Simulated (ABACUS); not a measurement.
# BaTiO3 (R3m) in ABACUS: reference runs, part 2 of 2

ABACUS 3.10.1. The steps go on from the part before.

**3. Single point, PBE (atoms moved at random, drawn with an rms of 0.05 Å)**

INPUT reads:

```
INPUT_PARAMETERS
suffix              BaTiO3
calculation         scf
basis_type          pw
pseudo_dir          ./
symmetry            1
dft_functional      pbe
ecutwfc             84
pseudo_rcut         10
nspin               1
nbands              24
ks_solver           dav
smearing_method     fd
smearing_sigma      0.00367493
scf_thr             1e-08
scf_nmax            100
mixing_type         broyden
mixing_beta         0.7
cal_force           1
cal_stress          1
kpar                4
```

STRU reads:

```
ATOMIC_SPECIES
Ba 137.3270 Ba.upf
Ti 47.8670 Ti.upf
O 15.9990 O.upf

LATTICE_CONSTANT
1.8897261246

LATTICE_VECTORS
2.8273666084 1.6323808724 2.3183934932
-2.8273666084 1.6323808724 2.3183934932
0.0000000000 -3.2647617449 2.3183934932

ATOMIC_POSITIONS
Direct

Ba
0.0
1
-0.0126770000 -0.0079790000 0.0071180000 1 1 1

Ti
0.0
1
0.4831240000 0.4725880000 0.4820330000 1 1 1

O
0.0
3
0.5105020000 0.0092900000 0.5165310000 1 1 1
0.0211820000 0.5202550000 0.5135860000 1 1 1
0.5107760000 0.5139200000 0.0142200000 1 1 1
```

KPT reads:

```
K_POINTS
0
Gamma
7 7 7 0 0 0
```

Potentials or basis: PseudoDojo NC SR 0.4.1 PBE standard, plane waves.

Launch:

```bash
> OMP_NUM_THREADS=1 mpirun -np 4 abacus > log
```

running log:

```text
ABACUS v3.10.1

               Atomic-orbital Based Ab-initio Computation at UStc

 ------------------------------------------------------------------------------------

 READING GENERAL INFORMATION
                           global_out_dir = OUT.BaTiO3/
                           global_in_card = INPUT
                               pseudo_dir = ./
                              orbital_dir =
                                    DSIZE = 4
                                    GSIZE = 1

 READING UNITCELL INFORMATION
                                    ntype = 3
                  lattice constant (Bohr) = 1.88973
              lattice constant (Angstrom) = 1

 READING ATOM TYPE 1
                               atom label = Ba
                      L=0, number of zeta = 1
                      L=1, number of zeta = 1
                      L=2, number of zeta = 1
             number of atom for this type = 1

 READING ATOM TYPE 2
                               atom label = Ti
                      L=0, number of zeta = 1
                      L=1, number of zeta = 1
                      L=2, number of zeta = 1
             number of atom for this type = 1

 READING ATOM TYPE 3
                               atom label = O
                      L=0, number of zeta = 1
                      L=1, number of zeta = 1
                      L=2, number of zeta = 1
             number of atom for this type = 3

                        TOTAL ATOM NUMBER = 5
DIRECT COORDINATES
    atom                   x                   y                   z     mag                  vx                  vy                  vz
taud_Ba1            0.9873230000        0.9920210000        0.0071180000  0.0000        0.0000000000        0.0000000000        0.0000000000
taud_Ti1            0.4831240000        0.4725880000        0.4820330000  0.0000        0.0000000000        0.0000000000        0.0000000000
taud_O1            0.5105020000        0.0092900000        0.5165310000  0.0000        0.0000000000        0.0000000000        0.0000000000
taud_O2            0.0211820000        0.5202550000        0.5135860000  0.0000        0.0000000000        0.0000000000        0.0000000000
taud_O3            0.5107760000        0.5139200000        0.0142200000  0.0000        0.0000000000        0.0000000000        0.0000000000

                          Volume (Bohr^3) = 433.25
                             Volume (A^3) = 64.201

 Lattice vectors: (Cartesian coordinate: in unit of a_0)
             +2.82737            +1.63238            +2.31839
             -2.82737            +1.63238            +2.31839
                   +0            -3.26476            +2.31839
 Reciprocal vectors: (Cartesian coordinate: in unit of 2 pi/a_0)
            +0.176843             +0.1021           +0.143778
            -0.176843             +0.1021           +0.143778
                   +0           -0.204201           +0.143778
 The esolver type has been set to : ksdft_pw

                PAO radial cut off (Bohr) = 10

 Read in pseudopotential file is Ba.upf
                     pseudopotential type = NC
          exchange-correlation functional = PBE
                 nonlocal core correction = 1
                        valence electrons = 10
                                     lmax = 2
                           number of zeta = 3
                     number of projectors = 6
                           L of projector = 0
[... 5 lines left out ...]
                PAO radial cut off (Bohr) = 10

 Read in pseudopotential file is Ti.upf
                     pseudopotential type = NC
          exchange-correlation functional = PBE
                 nonlocal core correction = 1
                        valence electrons = 12
                                     lmax = 2
                           number of zeta = 4
                     number of projectors = 6
                           L of projector = 0
[... 5 lines left out ...]
                PAO radial cut off (Bohr) = 10

 Read in pseudopotential file is O.upf
                     pseudopotential type = NC
          exchange-correlation functional = PBE
                 nonlocal core correction = 1
[... 141 lines left out ...]

           k-point number in this process = 43
       minimum distributed K point number = 43
[... stars of the k points ...]

[... K-POINTS CARTESIAN COORDINATES: 43 rows ...]

[... K-POINTS DIRECT COORDINATES: 43 rows ...]

 SETUP PLANE WAVES FOR WAVE FUNCTIONS
     energy cutoff for wavefunc (unit:Ry) = 84
              fft grid for wave functions = [ 45, 45, 45 ]
                    number of plane waves = 6625
                         number of sticks = 421

 PARALLEL PW FOR WAVE FUNCTIONS
     PROC   COLUMNS(POT)             PW
        1            421           6625
 --------------- sum -------------------
        1            421           6625

 SETUP NONLOCAL PSEUDOPOTENTIALS IN PLANE WAVE BASIS
 Ba non-local projectors:
 projector 1 L=0
 projector 2 L=0
 projector 3 L=1
 projector 4 L=1
 projector 5 L=2
 projector 6 L=2
 Ti non-local projectors:
 projector 1 L=0
 projector 2 L=0
 projector 3 L=1
 projector 4 L=1
 projector 5 L=2
 projector 6 L=2
 O non-local projectors:
 projector 1 L=0
 projector 2 L=0
 projector 3 L=1
 projector 4 L=1
 projector 5 L=2
      TOTAL NUMBER OF NONLOCAL PROJECTORS = 75

 Init Non-Local PseudoPotential table :
 Init Non-Local-Pseudopotential done.

                                     npwx = 5642

 Make real space PAO into reciprocal space.
       max mesh points in Pseudopotential = 1001
     dq(describe PAO in reciprocal space) = 0.01
                                    max q = 1104

 number of pseudo atomic orbitals for Ba is 3
WARNING: norm of atomic wavefunction # 3 of atomic type Ba is 0.995853, renormalized

 number of pseudo atomic orbitals for Ti is 4
WARNING: norm of atomic wavefunction # 3 of atomic type Ti is 0.999984, renormalized
WARNING: norm of atomic wavefunction # 4 of atomic type Ti is 0.999619, renormalized

 number of pseudo atomic orbitals for O is 2

 -------------------------------------------
 SELF-CONSISTENT
 -------------------------------------------
                                 init_chg = atomic

 PW ALGORITHM --------------- ION=   1  ELEC=   1--------------------------------

 Density error is 1.81400272667
                          Error Threshold = 0.01
----------------------------------------------------------
     Energy           Rydberg                 eV
----------------------------------------------------------
 E_KohnSham     -273.8897074037      -3726.4606442438
 E_Harris       -272.6151060586      -3709.1188032710
 E_Fermi        0.7473370926         10.1680427856
----------------------------------------------------------
[... 135 lines left out ...]
 Density error is 1.18625833955e-09
                          Error Threshold = 9.87918187656e-11
----------------------------------------------------------
     Energy           Rydberg                 eV
----------------------------------------------------------
 E_KohnSham     -274.7702207579      -3738.4406430259
 E_KS(sigma->0) -274.7702207579      -3738.4406430259
 E_Harris       -274.7699889026      -3738.4374884719
 E_band         -10.0762114995       -137.0938906466
 E_one_elec     -72.2708344842       -983.2951482004
 E_Hartree      60.2619029290        819.9052521579
 E_xc           -56.1619102456       -764.1219899050
 E_Ewald        -206.5993789571      -2810.9287570783
 E_entropy(-TS) -0.0000000000        -0.0000000000
 E_descf        0.0000000000         0.0000000000
 E_exx          0.0000000000         0.0000000000
 E_Fermi        0.8607203580         11.7107012534
----------------------------------------------------------

 charge density convergence is achieved
 final etot is -3738.440643 eV
 EFERMI = 11.710701253 eV

 STATE ENERGY(eV) AND OCCUPATIONS    NSPIN == 1
 1/43 kpoint (Cartesian) = 0.0000 0.0000 0.0000 (5599 pws)
       1       -45.8688     0.00583090
       2       -22.1627     0.00583090
       3       -22.1554     0.00583090
       4       -22.1434     0.00583090
       5       -14.4173     0.00583090
       6       -6.42935     0.00583090
[... 146 lines left out ...]
      23        13.3836    3.43947e-17
      24        15.2136    4.37334e-33

[... levels at 37 further k points ...]

------------------------------------------------------------------------------------------
 TOTAL-FORCE (eV/Angstrom)
------------------------------------------------------------------------------------------
                       Ba1         0.2002785964         0.3090040977        -0.0012773456
                       Ti1        -0.3035983180        -0.1029105628         0.4376272204
                        O1        -0.3051108247         0.3258584541         0.0901946128
                        O2         0.1750136396        -0.1588029095        -0.4636317193
                        O3         0.2334169065        -0.3731490796        -0.0629127684
------------------------------------------------------------------------------------------

----------------------------------------------------------------
 TOTAL-STRESS (KBAR)
----------------------------------------------------------------
        53.3689489491         2.4130667410        -0.8233781862
         2.4130667410        50.7960171955         4.4815914956
        -0.8233781862         4.4815914956        61.8048537479
----------------------------------------------------------------
 TOTAL-PRESSURE: 55.323273 KBAR

 --------------------------------------------
 !FINAL_ETOT_IS -3738.4406430258768523 eV
 --------------------------------------------
```

It took 86 s on 4 MPI ranks of Intel Xeon 6975P-C (Granite Rapids), shared host; peak memory 0.88 GiB.

What came out:

* Free energy: -3738.4406 eV
* Pressure: 5.5 GPa
* Largest force: 0.542 eV/Å
* Band gap on the k mesh: 2.61 eV, indirect (least direct gap 3.01 eV)

Forces on the atoms (eV/Å):
```
Ba   0.200  0.309 -0.001
Ti  -0.304 -0.103  0.438
O   -0.305  0.326  0.090
O    0.175 -0.159 -0.464
O    0.233 -0.373 -0.063
```

Stress tensor (GPa, compression positive):
```
 5.34  0.24 -0.08
 0.24  5.08  0.45
-0.08  0.45  6.18
```

Caveat: this release of the barium file is off; there are fewer bands than atomic start orbitals, so a level may be missed at k points of high symmetry; spin-orbit coupling is left out, which moves the levels of the heavy elements; an odd mesh through Γ misses points on the zone boundary, where band edges often lie.
